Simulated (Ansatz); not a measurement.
The crystal is HfS2/HfS2 (1T bilayer).

The cell holds 6 atoms: 2 Hf and 4 S. Cell: a = 3.564 Å, b = 3.564 Å, c = 40.200 Å, α = 90.0°, β = 90.0°, γ = 120.0°. Regions: layer 1 (HfS2), 3 atoms (1 Hf and 2 S); layer 2 (HfS2), 3 atoms (1 Hf and 2 S). Vacuum lies along c.

```xyz
6
Lattice="3.5640 0.0000 0.0000 -1.7820 3.0865 0.0000 0.0000 0.0000 40.2000" Properties=species:S:1:pos:R:3
Hf    0.0000    0.0000   17.3006
S     0.0000    2.0577   18.7558
S     1.7820    1.0288   15.8446
Hf    0.0000    0.0000   22.8994
S     0.0000    2.0577   24.3554
S     1.7820    1.0288   21.4442
```

The structure was relaxed with PBEsol-D3(BJ). At the settings of the band run the largest force is still 0.08 eV/Å. The runs that relaxed it are not among those shown. Spin-orbit coupling is left out unless a run names it.

Gaps computed with Ansatz 0.2.0 without a self-energy: PBEsol 0.90 eV, PBEsol+SOC 0.84 eV and HSE06 1.81 eV.

Estimate the G0W0@PBEsol gap with 6×6×1 mesh, 652 empty bands, screening to 75 eV, PAW set soft_1 files.

About 1.89 eV: on its mesh the run moves the gap from 0.90 eV by +0.99 eV. Among the scalar-relativistic levels given, HSE06 is nearest (−0.08 eV). Spin-orbit coupling is not in that value; its −0.06 eV at the PBEsol level would bring it to about 1.82 eV. Bands and cutoff are finite, so the gap is not at the basis limit. The miss can reach some tenths of an eV and take either sign; the mesh is an error of its own. The mesh in the plane is coarse for a sheet; gap and any exciton binding can still move on denser ones. The many-body steps are scalar-relativistic: spin-orbit coupling is not in them.

[Paths, hosts, dates, memory and timing lines, banners, echoed tables and standing remarks are left out of the program output.]

[Logs are printed without paths, hosts, clocks, repeated set-up lines and the standing remarks that a program may print on its own settings, such as how far it seeks lower states.]

[Runs of the session that timed out or met a known fault of the program may be left out.]

[Cells called generated may have been cut or substituted from an entry of the Crystallography Open Database or the Materials Project.]

[Hosts, paths, dates, database ids (printed as entryN), source tags and the programs' standing remarks are cut or masked in the printed files.]
